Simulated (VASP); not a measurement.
Write the native input for VASP 6.6.1 that does the following.

| Quantity | Value |
| --- | --- |
| Task | single point |
| Functional | PBEsol |
| Potentials or basis | VASP PAW PBE potentials, release 64 (Ba_sv, Zr_sv, O) |
| Cutoff | 520 eV |
| k mesh | 8 × 8 × 8 |
| Occupations | gaussian, width 0.02 eV |
| Spin | no spin polarisation |
| Further INCAR settings | ALGO = Normal; EDIFF = 1e-06 |

The structure of BaZrO3 lies in POSCAR:

```
BaZrO3
1.0
    4.1893600000      0.0000000000      0.0000000000
    0.0000000000      4.1893600000      0.0000000000
    0.0000000000      0.0000000000      4.1893600000
Ba Zr O
1 1 3
Direct
    0.0000000000      0.0000000000      0.0000000000
    0.5000000000      0.5000000000      0.5000000000
    0.5000000000      0.0000000000      0.5000000000
    0.5000000000      0.5000000000      0.0000000000
    0.0000000000      0.5000000000      0.5000000000
```

The cell is a database's computed one.

These files were run (other wordings do the same):

INCAR

```
PREC = Accurate
ENCUT = 520
EDIFF = 1E-6
ISMEAR = 0
SIGMA = 0.02
LREAL = F
LASPH = T
NELM = 60
ALGO = Normal
ISIF = 2
LWAVE = F
LCHARG = T
GGA = PS
LELF = T
LVHAR = T
```

KPOINTS

```
Automatic mesh
0
Gamma
  8 8 8
```

Potentials or basis: VASP PAW PBE potentials, release 64 (Ba_sv, Zr_sv, O).

Launch:

```sh
$ cat potpaw_PBE.64/Ba_sv/POTCAR potpaw_PBE.64/Zr_sv/POTCAR potpaw_PBE.64/O/POTCAR > POTCAR
$ mpirun -np 1 vasp_std > vasp.out
```

It gave:

| Item | Value |
| --- | --- |
| Pressure | 0.1 GPa |
| Band gap on the k mesh | 3.11 eV, indirect (least direct gap 3.33 eV) |

Caveat: the PAW data sets were made with another functional, which shifts forces and pressure a little; spin-orbit coupling is left out, which moves the levels of the heavy elements.

Run time: 43 s on 1 thread of AMD EPYC 9R14 (Zen 4) (shared host), peak memory 0.18 GiB.
